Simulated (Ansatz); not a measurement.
# How the conductance of Mg/AlN/Zr changes with thickness, part 3 of 7

Wanted: T(E), the conductance and its decay constant for Mg/AlN/Zr. The lower electrode is Mg hcp(0001), the upper one Zr hcp(0001); the barrier is AlN zinc blende(111) (whole bilayers). In the first transport cell, after relaxation, the nearest pair of electrode and barrier is Mg–N at 2.05 Å, along the normal, at the lower face and Zr–Al at 3.29 Å, at a slant, at the upper one. All share a net of side 3.19 Å, which strains the lower electrode by +0.0 %, the upper one by -1.2 % and the barrier by +2.5 %, against typed lattice constants near PBE's. The first steps treat the bulk electrodes alone.

Ansatz 0.2.0; PBE DFT, plane waves, PAW files (the session's first sound run).

So far. Step 4 (Relaxing the interfaces): The largest force component on a free atom ends at 0.024 eV/Å. At one or more of this run's solves the program warned of density in the dipole ramp over its bound, where dipole, forces and levels can be off.

## Step 5: T(E) of the junction

This step: PBE DFT, plane waves, PAW files; ballistic transmission by layer matching between semi-infinite leads (Ansatz 0.2.0).

System of this step: Mg/AlN/Zr. The cell holds 28 atoms: 11 Mg, 3 N, 3 Al and 11 Zr. Its edges and angles: a = 3.190 Å, b = 3.190 Å, c = 76.257 Å, α = 90.0°, β = 90.0°, γ = 120.0°. Regions: left electrode, 11 atoms (11 Mg); barrier, 6 atoms (3 N and 3 Al); right electrode, 11 atoms (11 Zr). Vacuum lies along c.

The relaxed core is set between ideal electrode layers (this cell holds 6 atomic planes between the electrodes; where that differs from the relaxed slab, whole periods were copied in or cut out without a new relaxation), which the solver continues as semi-infinite leads. A wide energy window on a coarse mesh (12×12) shows where the Fermi level lies against the barrier's bands; the projected density of states shows how far the metals' states reach in.

Contents of input.yaml:

```yaml
crystal:
  lattice:
    - [3.19, 0.0, 0.0]
    - [-1.595, 2.7626210381, 0.0]
    - [0.0, 0.0, 76.2566203128]
  atoms:
    - { symbol: Mg, position: [0.0, 0.0, 0.0917953087] }
    - { symbol: Mg, position: [0.33333333, 0.66666667, 0.1256909948] }
    - { symbol: Mg, position: [0.0, 0.0, 0.159586681] }
    - { symbol: Mg, position: [0.33333333, 0.66666667, 0.1934823671] }
    - { symbol: Mg, position: [0.0, 0.0, 0.2273780533] }
    - { symbol: Mg, position: [0.33333333, 0.66666667, 0.2612737394] }
    - { symbol: Mg, position: [0.0, 0.0, 0.2951694256] }
    - { symbol: Mg, position: [0.33333333, 0.66666667, 0.3290651118] }
    - { symbol: Mg, position: [0.0, 0.0, 0.3629607979] }
    - { symbol: Mg, position: [0.33333333, 0.66666667, 0.3968564841] }
    - { symbol: Mg, position: [0.0, 0.0, 0.429310132] }
    - { symbol: "N", position: [0.0, 0.0, 0.4561393016] }
    - { symbol: Al, position: [0.33333333, 0.66666667, 0.4635438763] }
    - { symbol: "N", position: [0.33333333, 0.66666667, 0.4889277366] }
    - { symbol: Al, position: [0.66666667, 0.33333333, 0.4965784407] }
    - { symbol: "N", position: [0.66666667, 0.33333333, 0.5219427051] }
    - { symbol: Al, position: [0.0, 0.0, 0.5303000757] }
    - { symbol: Zr, position: [0.33333333, 0.66666667, 0.5660843358] }
    - { symbol: Zr, position: [0.0, 0.0, 0.5994400953] }
    - { symbol: Zr, position: [0.33333333, 0.66666667, 0.6337472726] }
    - { symbol: Zr, position: [0.0, 0.0, 0.66805445] }
    - { symbol: Zr, position: [0.33333333, 0.66666667, 0.7023616273] }
    - { symbol: Zr, position: [0.0, 0.0, 0.7366688046] }
    - { symbol: Zr, position: [0.33333333, 0.66666667, 0.770975982] }
    - { symbol: Zr, position: [0.0, 0.0, 0.8052831593] }
    - { symbol: Zr, position: [0.33333333, 0.66666667, 0.8395903367] }
    - { symbol: Zr, position: [0.0, 0.0, 0.873897514] }
    - { symbol: Zr, position: [0.33333333, 0.66666667, 0.9082046913] }
kpoints:
  mp_grid: { grid: [12, 12, 1] }
scf:
  occupations: { method: fermi_dirac, width: 0.1 }
  max_iter: 150
hamiltonian:
  xc: pbe
output:
  transmission:
    kmesh: [12, 12]
    e_range: [-4, 2]
    de: 0.1
    leads: [[4, 6], [22, 24]]
  dos: { projected: true, e_range: [-6, 5], de: 0.05 }
  write_potential: true
  write_density: true
  volumetric_format: npy
  elf: true
```

Run with:

```bash
> ansatz run input.yaml --threads 4 --pin off --max-ram 12288MiB --backend cpu --events-out ev --progress --plain --runs-dir out
```

Numbers of over 12 decimals in the logs are rounded to 6 here.

The program printed:

```text
[...]
Crystal: 28 atoms, lattice volume = 672.031 Å³
Basis set: ecut = 420 eV, 13263 PW (Γ)
Bands: 161, of which v1, the nominal top of the filled ones, is band 133 counted from 1 (132 counted from 0)
Symmetry: 6 space group operations
[...]
k-points: 19 of 144 (time reversal used)
[...]
SCF iter   1: F=—  HF=-69954.580121 eV  |F-HF|=—  |Δ(HF+E_count)|=         —  Δρ=6.48e-3  dr2=2.24e2  ethr=1.77e-3  ⟨swp⟩=13.9  Hψ=17013  notcnv=0
[...]
SCF iter   9: F=-69954.287123 eV  HF=-69954.287123 eV  |F-HF|=2.61e-8  |Δ(HF+E_count)|=   7.89e-8  Δρ=1.29e-6  dr2=5.05e-8  ethr=3.76e-11  ⟨swp⟩=14.9  Hψ=9342  notcnv=0
SCF 1 converged in 9 iterations: F = -69954.287123 eV  dr2 = 5.05e-8
[...]
transmission: 128 of 1273 steps passed
transmission: 255 of 1273 steps passed
[...]
transmission: 1273 of 1273 steps passed
WARN: The output density's exchange-correlation potential varies sharply where the density is thin. Do not read a vacuum level from v_tot or v_xc, or from such a field of the output density. On a cell that repeats whose density bears no net charge and no dipole along the vacuum's axis use v_es (v_loc + v_h of the components); under efield.dipole_correction with no amplitude use v_es + v_field, which holds any externa [...]
SCF converged after 9 iterations
Free energy (F): -69954.287123 eV
[...]
Internal energy: -69953.644960 eV  (E = F + TS)
E sigma→0 (E₀):  -69953.966042 eV
Entropy (-TS):   -0.642163 eV (-22.934 meV/atom)
Fermi energy:    7.667822 eV
[...]
--- Band table (eV; the first three rows and the last of 19) ---
  k-point 0: bands = [... 129 lower, 7.9583, 8.1306, 8.2117, 8.3568, 8.4180, 8.4978, 8.4978, 8.5009, ... 24 higher]
  k-point 1: bands = [... 129 lower, 7.9777, 8.0373, 8.0689, 8.1115, 8.1293, 8.2004, 8.2580, 8.3093, ... 24 higher]
  k-point 2: bands = [... 129 lower, 7.5288, 7.5837, 7.6222, 7.6634, 7.7735, 7.8663, 7.9527, 8.0469, ... 24 higher]
  k-point 18: bands = [... 129 lower, 7.4083, 7.4394, 7.5993, 7.6756, 7.6792, 7.6932, 7.7054, 7.7243, ... 24 higher]
--- Transmission ---
  basis      : 85 plane waves across, 67 finite elements along
  points     : 19, standing for a mesh of 12 x 12
  energies   : 61 from -4.000000 to 2.000000 eV about the Fermi level, 0.100000 eV apart; the leads are filled to 0.000000 eV, and channels, transmission and decay are at 0.000000 eV
  crystal 0  : Mg2, at the sites [4, 6], period 5.1695 Å, over 25.85 Å; its Hamiltonian steps by up to 25.2 meV: too much for a lead, lay more layers or, if its atoms are ordered, name the step of that order
    offset         : up to 0.0000 Å between an atom of the period and one for which it stands
    channels       : 8.402778e-1 a spin
    conductance    : none, the energies end too early or step too widely for 300 K: set another output.transmission.e_range or a lower de, or, where they end at an eighth of basis.ecutwfc, a higher one
    slowest decay  : 0.0139 /Å at (0.2500, 0.0833)
  crystal 1  : Zr2, at the sites [22, 24], period 5.2323 Å, over 26.16 Å; its Hamiltonian steps by up to 30.2 meV: too much for a lead, lay more layers or, if its atoms are ordered, name the step of that order
[...]
channels       : 5.972222e-1 a spin
[...]
slowest decay  : 0.0328 /Å at (0.1667, 0.1667)
  junction   : crystal 0 to crystal 1, 20.52 to 52.95 Å
    transmission   : 5.886063e-3 a spin
[...]
```

Elapsed: 4 min, on 4 threads of Arm Neoverse V1, shared host; peak memory 3.6 GiB; 14 min of CPU time.

The column dr2 measures how far the density is from self-consistency, as an energy; F and HF (Harris–Foulkes) agree once it is small.

This step gave:

| Quantity | Value |
| --- | --- |
| free energy | -69954.2871 eV |
| Fermi energy | 7.668 eV |
| level to which the leads are filled | 0 eV from the Fermi level |
| transmission at the Fermi level (a spin, zone mean) | 0.005886 |
| channels of the lower lead | 0.8403 |
| channels of the upper lead | 0.5972 |
| potential step in the lower lead | 25.2 meV |
| potential step in the upper lead | 30.2 meV |

One spin. The transmission, zone mean by energy, zero at the Fermi level:

energy (eV), transmission, zone mean and a bar:
```
    -4.00      0.093 ##########
    -3.80      0.116 ############
    -3.70      0.145 ###############
    -3.50      0.203 ######################
    -3.40      0.191 ####################
    -3.20      0.188 ####################
    -3.00      0.153 ################
    -2.90      0.163 #################
    -2.70      0.098 ##########
    -2.50      0.262 ############################
    -2.40      0.223 ########################
    -2.20      0.278 ##############################
    -2.10      0.232 #########################
    -1.90      0.044 #####
    -1.70      0.010 #
    -1.60      0.008 #
    -1.40      0.010 #
    -1.20      0.032 ###
    -1.10      0.040 ####
    -0.90      0.012 #
    -0.80      0.010 #
    -0.60      0.044 #####
    -0.40      0.015 #
    -0.30      0.010 #
    -0.10      0.007 
     0.00      0.006 
     0.10      0.005 
     0.20      0.004 
     0.40      0.003 
     0.50      0.003 
     0.70      0.004 
     0.90      0.005 
     1.00      0.006 
     1.20      0.003 
     1.40      0.009 #
     1.50      0.010 #
     1.70      0.026 ###
     1.80      0.065 #######
     2.00      0.019 ##
```

One spin. The open channels, zone mean by energy, zero at the Fermi level:

```csv
energy (eV),lower lead,upper lead
-4.00,0.590,0.257
-3.80,0.590,0.257
-3.70,0.590,0.257
-3.50,0.632,0.382
-3.40,0.632,0.382
-3.20,0.674,0.424
-3.00,0.674,0.542
-2.90,0.757,0.875
-2.70,0.840,0.792
-2.50,0.840,1.06
-2.40,0.840,0.875
-2.20,0.840,0.708
-2.10,0.882,0.812
-1.90,0.965,0.785
-1.70,1.05,0.576
-1.60,1.04,0.493
-1.40,1,0.771
-1.20,1.05,0.910
-1.10,1.01,0.993
-0.90,1.01,1.52
-0.80,0.882,1.27
-0.60,0.771,1.35
-0.40,0.840,0.688
-0.30,0.840,0.562
-0.10,0.965,0.604
0.00,0.840,0.597
0.10,0.840,1.08
0.20,0.924,1.33
0.40,0.812,1.14
0.50,1.06,0.972
0.70,1.27,1.20
0.90,1.35,1.24
1.00,1.35,1.06
1.20,1.23,1.06
1.40,1.27,1.37
1.50,1.23,1.24
1.70,1.34,1.19
1.80,1.30,1.16
2.00,1.34,1.12
```

Transmission over k1 and k2. At 0.0000 eV from the Fermi level.

Ten even steps from '0' (0.0000) to '9' (0.0832):
```
000000000000
000000000000
000000000000
000023200000
000039930000
000029792000
000003993000
000000232000
000000000000
000000000000
000000000000
000000000000
```
Columns: k1 (b1) from -0.5 to 0.417; rows upwards: k2 (b2) from -0.5 to 0.417.

Open channels of the lower lead over k1 and k2. At 0.0000 eV from the Fermi level.

Ten even steps from '_' (0.00) to '@' (3.00):
```
**__--------__****____**
__----______----____@@__
----__--------__----____
__--__----------__--__**
**--__------------__--**
**__------------------__
****--__------------__--
__**__--__----------__--
--____----__--------__--
____@@____----______----
****____****__--------__
****__--__******__--__**
```
Columns: k1 (b1) from -0.5 to 0.417; rows upwards: k2 (b2) from -0.5 to 0.417.

Open channels of the upper lead over k1 and k2. At 0.0000 eV from the Fermi level.

Ten even steps from '0' (0.00) to '9' (2.00):
```
000000009999
000000000909
900000000999
000099900009
000099990000
000099999000
000009999000
090000999000
999900000000
090900000000
099990000000
000900000900
```
Columns: k1 (b1) from -0.5 to 0.417; rows upwards: k2 (b2) from -0.5 to 0.417.

Projected DOS an atom over height of the atomic layer and energy from the Fermi level. Layers: Mg Mg Mg Mg Mg Mg Mg Mg Mg Mg Mg N Al N Al N Al Zr Zr Zr Zr Zr Zr Zr Zr Zr Zr Zr; projections on atoms miss part of the total, and the computed bands can run out at the top of the range; a column is the mean of 2 neighbouring layers, the last of those left over.

Ten even steps from '0' (0.00 states/eV) to '9' (1.78 states/eV), each cell a mean:
```
00000000698787
00000000388876
00000000499999
00000000688989
00010000378889
00000000453348
00000000467777
10000000478889
11111000576666
11111200245554
11111531377777
11111653376666
11111443265554
11111343134432
11111344111111
11111223111111
11111223100000
11111222000000
11111122000000
11111111000000
00111321000000
00110355100000
```
Columns: height of the atomic layer (Å) from 8.29 to 68.0 (not evenly spaced); rows upwards: energy from the Fermi level (eV) from -6 to 1.75.

ELF in the ca plane at fractional y = 0.667, with atoms of Mg and Al and N and Zr within 0.2 Å of it. It is the smooth field of the valence electrons, not physical close to the nuclei.

Ten even steps from '0' (0.02) to '9' (0.85), each cell a mean:
```
46787510133312479985356421224322453124322234
46787510122212479995356532234422453124322234
35787412578741246764344213321221221132123212
23442037899962012322221268973244323431489841
11100049954973000000110486486258766643874783
11100059943873000000110496386268767643873783
13431037999972001221121269983245333432589851
35677313689841146763343224431222221232134312
```
Columns run along c (16.0 Å, from fractional 0.44 to 0.65 of the cell), rows up along a (3.2 Å). Atoms in or near the plane, at fractional coordinates: Al at (0.46, 0.33), N at (0.49, 0.33), Zr at (0.57, 0.33), Zr at (0.63, 0.33).

Valence density in the ca plane at fractional y = 0.667, with atoms of Mg and Al and N and Zr within 0.2 Å of it. It is the smooth field of the valence electrons, not physical close to the nuclei.

Values in e/Å³, 5 rows by 16 columns, each cell a mean:
```
 0  0  0  0  0  0  0  0  0  0  0  0  0  0  1  0
 0  0  0  0  0  0  0  0  0  0  0  0  0  0  0  0
 0  0  0  0  6  0  0  0  0  0  0  2  1  0  0  0
 0  0  0  0 11  1  0  0  0  0  0  3  1  0  0  0
 0  0  0  0  0  0  0  0  0  0  0  1  0  0  0  0
```
Columns run along c (16.0 Å, from fractional 0.34 to 0.55 of the cell), rows up along a (3.2 Å). Atoms in or near the plane, at fractional coordinates: Mg at (0.40, 0.33), Al at (0.46, 0.33), N at (0.49, 0.33).

Electrostatic potential energy in the ca plane at fractional y = 0.667, with atoms of Mg and Al and N and Zr within 0.2 Å of it. With pseudopotentials it is smooth inside the atoms' cores, unlike the true potential.

Ten even steps from '0' (-60 eV) to '9' (10 eV), each cell a mean:
```
99999999998889999888999999999998777899999999
99999999998889999888999999999998777899999999
99998899999899999989999988789999888999887889
99877789977899999999999863247999999998732478
99778878611699999999999730015899999998400048
99778878610599999999999730005899999998400048
99877779866899999999999852147999999998631368
99988899999999999999999987778999888999877789
```
Columns run along c (16.0 Å, from fractional 0.44 to 0.65 of the cell; values clipped at the 3rd and 97th percentile), rows up along a (3.2 Å). Atoms in or near the plane, at fractional coordinates: Al at (0.46, 0.33), N at (0.49, 0.33), Zr at (0.57, 0.33), Zr at (0.63, 0.33).

At the Fermi level the transmission is 0.0059, as a zone mean for one spin on this coarse mesh. At the Fermi level the layers of this cell's barrier hold from 0.016 to 0.18 states an eV and atom. In the worse lead the potential repeats within 30 meV, which the program flags as too much for a lead, so G carries that doubt.

(Continued in part 4 of 7.)

[Logs are printed without paths, hosts, clocks, repeated set-up lines and the standing remarks that a program may print on its own settings, such as how far it seeks lower states.]

[Hosts, paths, dates, database ids (printed as entryN), source tags and the programs' standing remarks are cut or masked in the printed files.]
